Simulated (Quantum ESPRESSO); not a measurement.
CuI (Marshite): phonons with RPBE

**Experimental background.**

From a printed reference work, data compilation, for a bulk crystal of CuI: high-frequency dielectric constant 4.84.

Crystal: CuI (Marshite).

```
I Cu
1.0
     0.00000    3.03150    3.03150
     3.03150    0.00000    3.03150
     3.03150    3.03150    0.00000
I Cu
1 1
Cartesian
  0.0000 0.0000 0.0000
  4.5473 4.5473 4.5473
```

```json
{"Program": "Quantum ESPRESSO 7.5", "Task": "phonons", "Functional": "RPBE", "Potentials or basis": "GBRV 1.5 PBE", "Cutoff": "762 eV", "Density cutoff": "6095 eV", "k mesh": "4 × 4 × 4, shifted", "Occupations": "fermi-dirac, width 0.05 eV", "Spin": "no spin polarisation", "Mixing beta": "0.5", "Most SCF iterations": "120", "SCF threshold": "4e-10 Ry"}
```

- Relaxed volume: 29.55 Å³/atom
- Relaxed cell: a = 4.372 Å, b = 4.372 Å, c = 4.372 Å, α = 60.00°, β = 60.00°, γ = 60.00°
- Space group after relaxing (to 0.05 Å): F-43m (No. 216)
- Pressure after relaxing: 0.1 GPa
- Electronic dielectric tensor (diagonal): 6.06
- Born charges (mean of the diagonal): I -1.18; Cu +1.15 e
- Highest phonon frequency at Γ, LO-TO splitting left out: 106 cm⁻¹
- Static dielectric tensor (diagonal): 8.41

Step by step:
| step | energy change (eV) | largest force (eV/Å) | pressure (GPa) | volume (Å³) |
| --- | --- | --- | --- | --- |
| 1 | 0.0000 | 0.0000 | 2.26 | 55.72 |
| 2 | -0.0082 | 0.0000 | 1.79 | 56.36 |
| 3 | -0.0150 | 0.0000 | 1.28 | 57.08 |
| 4 | -0.0212 | 0.0000 | 0.56 | 58.16 |
| 5 | -0.0228 | 0.0000 | 0.04 | 59.04 |
| 6 | -0.0228 | 0.0000 | 0.01 | 59.11 |

Final structure:
```
I Cu
1.0
     0.00000    3.09177    3.09177
     3.09177    0.00000    3.09177
     3.09177    3.09177    0.00000
I Cu
1 1
Cartesian
  0.0000 0.0000 0.0000
  4.6377 4.6377 4.6377
```

Levels at points of the mesh, in eV from the valence-band top:
```tsv
k point	band 10	band 11	band 12	band 13	band 14	band 15	band 16	band 17
(0.12, 0.12, 0.12)	-1.50	-0.43	0.00	0.00	1.85	4.96	5.25	5.25
```

Phonon frequencies in cm⁻¹ (negative: imaginary):
| q point | frequencies |
| --- | --- |
| (0.000, 0.000, 0.000) | 1 1 1 106 106 106 |

Electronic dielectric tensor:
```
6.06 0.00 0.00
0.00 6.06 0.00
0.00 0.00 6.06
```

Born effective charge tensors (e):
atom 1, I
```
-1.18  0.00  0.00
 0.00 -1.18  0.00
 0.00  0.00 -1.18
```
atom 2, Cu
```
1.15 0.00 0.00
0.00 1.15 0.00
0.00 0.00 1.15
```

Optical modes at Γ, degenerate ones joined, polar ones without the macroscopic field:
```csv
cm⁻¹,components,symmetry,active in,"IR intensity, summed ((D/Å)²/amu)"
106,3,T2,IR and Raman,2.21
```

Zone-centre frequencies without and with the macroscopic field along z (cm⁻¹):
|  | optical modes in rising order |
| --- | --- |
| without | 106 106 106 |
| with the field | 106 106 125 |

Static dielectric tensor, electrons and zone-centre modes:
```
8.41 0.00 0.00
0.00 8.41 0.00
0.00 0.00 8.41
```

Wall time 7.7 min on 4 MPI ranks on Intel(R) Xeon(R) Processor @ 2.50GHz (Skylake/Cascade Lake) (shared host), peak memory 0.52 GiB a rank.

Measured high-frequency dielectric constant of CuI: 4.84 (a printed reference work, data compilation). This calculation gives 6.06 (+25.2 %).

Caveat: the mesh is thin for the dielectric tensor, Born charges and intensities, which usually come out too large; the potentials were made for another functional, which shifts forces and pressure. Spin-orbit coupling is left out, which matters for the levels of I.
